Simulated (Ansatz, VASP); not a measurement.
# CuI: VASP beside Ansatz, part 2 of 2

Wanted: the spread between two codes on one cell, functional and k mesh. The cell is taken from a series of VASP runs on this material, whose earlier steps may have relaxed, scaled or displaced it; both programs get it as it stands.

VASP 6.6.1 and Ansatz 0.2.0.

So far. Step 2 (VASP: band structure, HSE06): The k-mesh is coarse for exact exchange; levels may shift by about 0.1 eV on a finer one.

### 4. Differences

Known differences besides the potentials themselves: exact exchange at q = 0 is treated differently, which shows on coarse meshes; VASP keeps PBE cores, Ansatz makes them for the functional; the data sets hold 36 valence electrons in Ansatz (default PAW (the set named soft_2) files) and 18 in VASP; the cutoff is 420 eV in Ansatz and 350 eV in VASP; VASP takes a coarser grid for exact exchange (PRECFOCK = Fast). Total energies have different zeros and are not compared.

Both answers:

```tsv
quantity	Ansatz	VASP	difference
gap over the path points (eV)	2.696	2.638	+0.058
```

Levels at points of the path, from each program's valence-band top (eV; 4 filled, then empty):

```tsv
k (reciprocal lattice)	Ansatz	VASP
0.000 0.000 0.000	-2.57 0.00 0.00 0.00 2.70 6.34 6.34	-2.55 0.00 0.00 0.00 2.64 6.29 6.29
0.500 0.000 0.500	-2.49 -2.36 -2.01 -2.01 3.88 4.28 11.00	-2.47 -2.35 -2.00 -2.00 3.86 4.26 10.99
0.500 0.222 0.722	-2.48 -2.45 -2.30 -1.75 5.78 6.11 7.76	-2.47 -2.44 -2.29 -1.74 5.76 6.07 7.72
0.403 0.347 0.750	-2.55 -2.38 -2.09 -1.65 4.54 6.14 8.89	-2.53 -2.37 -2.08 -1.65 4.52 6.11 8.85
0.125 0.125 0.250	-2.56 -1.23 -0.72 -0.20 4.06 6.05 6.75	-2.54 -1.23 -0.72 -0.20 4.01 6.01 6.70
0.278 0.278 0.278	-2.58 -1.88 -0.52 -0.52 3.82 6.95 6.95	-2.56 -1.87 -0.52 -0.52 3.77 6.91 6.91
0.556 0.389 0.556	-2.56 -2.44 -1.48 -1.11 4.55 6.26 7.59	-2.54 -2.43 -1.47 -1.11 4.51 6.23 7.54
0.583 0.250 0.667	-2.55 -2.38 -2.12 -1.67 4.70 6.15 8.65	-2.53 -2.37 -2.11 -1.67 4.68 6.12 8.61
0.500 0.306 0.694	-2.55 -2.36 -2.18 -1.64 5.73 6.16 7.36	-2.53 -2.35 -2.17 -1.64 5.70 6.13 7.32
0.486 0.486 0.528	-2.54 -2.49 -0.92 -0.88 3.73 6.76 6.90	-2.53 -2.47 -0.91 -0.88 3.70 6.72 6.86
```

Among the levels compared at these points, filled levels agree within 16 meV and empty ones within 58 meV.

### 5. VASP: band structure, r2SCAN-EpsX with an exact-exchange share of 0.152

The same path points are solved in both programs, so levels can be compared one by one.

The run reads the wave functions of an earlier VASP run, which isn't shown here.

Input file INCAR:

```
SYSTEM = CuI
PREC = Accurate
ENCUT = 350
EDIFF = 1E-06
NELM = 100
ISMEAR = 0
SIGMA = 0.03
LREAL = .FALSE.
ALGO = Normal
LHFCALC = .TRUE.
AEXX = 0.152
METAGGA = R2SCAN
LASPH = .TRUE.
NBANDS = 15
PRECFOCK = Fast
HFRCUT = -1
LORBIT = 11
LWAVE = .FALSE.
LCHARG = .FALSE.
KPAR = 4
```

Input file POSCAR:

```
CuI
1.0
    0.0000000000      3.0160000000      3.0160000000
    3.0160000000      0.0000000000      3.0160000000
    3.0160000000      3.0160000000      0.0000000000
I Cu
1 1
Direct
    0.0000000000      0.0000000000      0.0000000000
    0.7500000000      0.7500000000      0.7500000000
```

Input file KPOINTS:

```
Automatic mesh
0
Gamma
4 4 4
0 0 0
```

Input file KPOINTS_OPT:

```
Line mode
10
Line-mode
Reciprocal
  0.00000000   0.00000000   0.00000000 GAMMA
  0.50000000   0.00000000   0.50000000 X

  0.50000000   0.00000000   0.50000000 X
  0.50000000   0.25000000   0.75000000 W

  0.50000000   0.25000000   0.75000000 W
  0.37500000   0.37500000   0.75000000 K

  0.37500000   0.37500000   0.75000000 K
  0.00000000   0.00000000   0.00000000 GAMMA

  0.00000000   0.00000000   0.00000000 GAMMA
  0.50000000   0.50000000   0.50000000 L

  0.50000000   0.50000000   0.50000000 L
  0.62500000   0.25000000   0.62500000 U

  0.62500000   0.25000000   0.62500000 U
  0.50000000   0.25000000   0.75000000 W

  0.50000000   0.25000000   0.75000000 W
  0.50000000   0.50000000   0.50000000 L

  0.50000000   0.50000000   0.50000000 L
  0.37500000   0.37500000   0.75000000 K

  0.62500000   0.25000000   0.62500000 U
  0.50000000   0.00000000   0.50000000 X
```

The projector-augmented-wave data sets are I and Cu (PBE family, release 64).

Launch:

```
$ mpirun -np 4 vasp_std
```

Numbers of over 12 decimals in the logs are rounded to 6 here.

The program printed:

```text
[banner, memory and clock lines left out]
running    4 mpi-ranks, on    1 nodes
[...]
|                                                                             |
|               ----> ADVICE to this user running VASP <----                  |
|                                                                             |
|     You enforced a specific xc type in the INCAR file but a different       |
|     [... a line on the potential file left out ...]
|     I HOPE YOU KNOW WHAT YOU ARE DOING!                                     |
|                                                                             |

 LDA part: xc-table for (None), standard interpolation
 found WAVECAR, reading the header
 POSCAR, INCAR and KPOINTS ok, starting setup
[...]
HFRCUT set to (new)   9.429134
 reading WAVECAR
 the WAVECAR file was read successfully
 initial charge from wavefunction
 entering main loop
       N       E                     dE             d eps       ncg     rms          rms(c)
[...]
DAV:  10    -0.322006844842E+02   -0.93946E-06   -0.71730E-07   211   0.896E-03
   1 F= -.32200684E+02 E0= -.32200684E+02  d E =-.195360E-13
 Start KPOINTS_OPT (optional k-point list driver)
k-point batch [1-8\100]
       N       E                     dE             ncg
DAV:   1     0.909015627129E+03   -0.93500E+03      240
DAV:   2     0.335046560827E+02   -0.87551E+03      247
DAV:   3    -0.251517493787E+02   -0.58656E+02      324
DAV:   4    -0.267163694775E+02   -0.15646E+01      324
DAV:   5    -0.267749148139E+02   -0.58545E-01      355
DAV:   6    -0.267777812718E+02   -0.28665E-02      347
DAV:   7    -0.267779385310E+02   -0.15726E-03      364
DAV:   8    -0.267779398457E+02   -0.13147E-05      289
DAV:   9    -0.267779398969E+02   -0.51252E-07      246
[...]
k-point batch [97-100\100]
       N       E                     dE             ncg
DAV:   1     0.245243296197E+04   -0.15568E+04      120
DAV:   2     0.207250420133E+04   -0.37993E+03      134
DAV:   3     0.205385099080E+04   -0.18653E+02      155
DAV:   4     0.205340293297E+04   -0.44806E+00      177
DAV:   5     0.205338655771E+04   -0.16375E-01      200
DAV:   6     0.205338640936E+04   -0.14835E-03      184
DAV:   7     0.205338640746E+04   -0.18934E-05      184
DAV:   8     0.205338640741E+04   -0.48415E-07      144
```

OUTCAR, selected parts (step 5):

```text
 POSITION                                       TOTAL-FORCE (eV/Angst)
 -----------------------------------------------------------------------------------
      0.00000      0.00000      0.00000        -0.000000     -0.000000     -0.000000
      4.52400      4.52400      4.52400         0.000000      0.000000      0.000000
 -----------------------------------------------------------------------------------
    total drift:                               -0.000291     -0.000174     -0.000096

  FREE ENERGIE OF THE ION-ELECTRON SYSTEM (eV)
  ---------------------------------------------------
  free  energy   TOTEN  =       -32.2006844842 eV

  energy  without entropy=      -32.2006844842  energy(sigma->0) =      -32.20068448

[... 2 parts as in an earlier step ...]

[... 1 further part left out ...]
[key lines of the parts left out:]
E-fermi :   3.7954
```

The k-mesh is coarse for unscreened exact exchange, which converges slowly with it.

### 6. Ansatz: band structure, r2SCAN-EpsX with an exact-exchange share of 0.152

The same cell, functional, mesh and smearing now go to Ansatz, which takes its cutoff from its data sets.

The cell is taken from a series of VASP runs on this material, whose earlier steps may have relaxed, scaled or displaced it; both programs get it as it stands.

Input file input.yaml:

```yaml
crystal:
  lattice:
    - [0.0, 3.016, 3.016]
    - [3.016, 0.0, 3.016]
    - [3.016, 3.016, 0.0]
  atoms:
    - { symbol: I, position: [0.0, 0.0, 0.0] }
    - { symbol: Cu, position: [0.75, 0.75, 0.75] }
hamiltonian:
  xc: { exchange: r2scan, correlation: r2scan, exx: { coeff: 0.152 } }
  pseudopotentials: { kind: paw }
kpoints:
  mp_grid: { grid: [4, 4, 4] }
  band_path:
    path:
      - [0.0, 0.0, 0.0]
      - [0.5, 0.0, 0.5]
      - [0.5, 0.22222, 0.72222]
      - [0.40278, 0.34722, 0.75]
      - [0.125, 0.125, 0.25]
      - [0.27778, 0.27778, 0.27778]
      - [0.55556, 0.38889, 0.55556]
      - [0.58333, 0.25, 0.66667]
      - [0.5, 0.30556, 0.69444]
      - [0.48611, 0.48611, 0.52778]
      - [0.625, 0.25, 0.625]
      - [0.5, 0.0, 0.5]
    npoints: 1
scf:
  occupations: { method: gaussian, width: 0.03 }
  n_extra_bands: 7
output:
  forces: true
  stress: true
  eigenvalues: true
```

Launch:

```
$ ansatz run input.yaml --threads 4 --pin off --max-ram 9216MiB --backend cpu --events-out ev --progress --plain --runs-dir out
```

The program printed:

```text
[...]
Crystal: 2 atoms, lattice volume = 54.869 Å³
Basis set: ecut = 500 eV, 1411 PW (Γ), exchange–correlation on 128×128×128 points (64 copies of the dense FFT grid, shifted against one another)
Bands: 25, of which v1, the nominal top of the filled ones, is band 18 counted from 1 (17 counted from 0)
Symmetry: 24 space group operations
[...]
k-points: 8 of 64 (time reversal used)
[...]
--- Band table (eV; the first three rows and the last of 8) ---
  k-point 0: bands = [... 14 lower, 5.0846, 7.3955, 7.3955, 7.3955, 10.2943, 13.9255, 13.9255, 13.9255, ... 3 higher]
  k-point 1: bands = [... 14 lower, 5.0750, 5.8436, 6.9651, 6.9651, 11.3990, 14.5072, 14.5072, 14.5521, ... 3 higher]
  k-point 2: bands = [... 14 lower, 5.1108, 5.1606, 6.5679, 6.5679, 11.2236, 14.4149, 14.4149, 16.3502, ... 3 higher]
  k-point 7: bands = [... 14 lower, 5.0928, 5.1915, 5.3401, 5.8116, 13.4241, 13.7692, 15.2133, 15.3249, ... 3 higher]
[key lines of the parts left out:]
Free energy (F): -14158.584405 eV
Fermi energy:    8.845082 eV
P = ⅓ Tr σ = 0.5251 GPa (5.251 kbar)
```

Run time: 33 s. Hardware: 4 threads of Arm Neoverse V2, shared host; peak memory 1 GiB; 2 min of CPU time.

### 7. Comparison

What differs besides the data sets and the points named for the pairs above, as far as they apply: the cutoff is 500 eV in Ansatz and 350 eV in VASP. Total energies have different zeros and are not compared.

The two programs side by side:

```tsv
quantity	Ansatz	VASP	difference
gap over the path points (eV)	2.899	2.858	+0.040
```

Levels at points of the path, from each program's valence-band top (eV; 4 filled, then empty):

```tsv
k (reciprocal lattice)	Ansatz	VASP
0.000 0.000 0.000	-2.31 0.00 0.00 0.00 2.90 6.53 6.53	-2.30 0.00 0.00 0.00 2.86 6.48 6.48
0.500 0.000 0.500	-2.22 -2.15 -1.85 -1.85 4.01 4.41 11.27	-2.21 -2.14 -1.85 -1.85 4.00 4.39 11.26
0.500 0.222 0.722	-2.30 -2.20 -2.05 -1.59 5.89 6.24 7.99	-2.30 -2.19 -2.04 -1.58 5.88 6.20 7.95
0.403 0.347 0.750	-2.29 -2.14 -1.90 -1.53 4.68 6.27 9.09	-2.28 -2.13 -1.90 -1.53 4.66 6.24 9.04
0.125 0.125 0.250	-2.30 -1.12 -0.69 -0.19 4.25 6.22 6.93	-2.29 -1.12 -0.69 -0.19 4.21 6.18 6.88
0.278 0.278 0.278	-2.32 -1.70 -0.50 -0.50 4.00 7.14 7.14	-2.31 -1.70 -0.50 -0.50 3.96 7.09 7.09
0.556 0.389 0.556	-2.30 -2.19 -1.38 -1.05 4.72 6.40 7.76	-2.29 -2.18 -1.37 -1.05 4.68 6.37 7.71
0.583 0.250 0.667	-2.29 -2.14 -1.93 -1.54 4.84 6.28 8.85	-2.28 -2.14 -1.93 -1.54 4.81 6.24 8.80
0.500 0.306 0.694	-2.30 -2.13 -1.98 -1.50 5.85 6.30 7.54	-2.30 -2.12 -1.97 -1.50 5.82 6.27 7.50
0.486 0.486 0.528	-2.29 -2.23 -0.88 -0.84 3.91 6.93 7.07	-2.27 -2.23 -0.88 -0.84 3.88 6.89 7.03
```

Among the levels compared at these points, filled levels agree within 12 meV and empty ones within 51 meV.

### 8. What came out

* difference in gap over the path points (band structure, HSE06): 0.058 eV
* difference in gap over the path points (band structure, r2SCAN-EpsX with an exact-exchange share of 0.152): 0.040 eV

The difference in gap over the path points is 0.058 eV (band structure, HSE06), within the 0.08 eV picked in this series as the mark of a large difference. How closely two codes agree says nothing of how well the functional describes the real material.

[Lines on the potential files, build, host, timing and source positions are cut from VASP's logs without a mark.]

[Logs are printed without paths, hosts, clocks, repeated set-up lines and the standing remarks that a program may print on its own settings, such as how far it seeks lower states.]

[Hosts, paths, dates, database ids (printed as entryN), source tags and the programs' standing remarks are cut or masked in the printed files.]
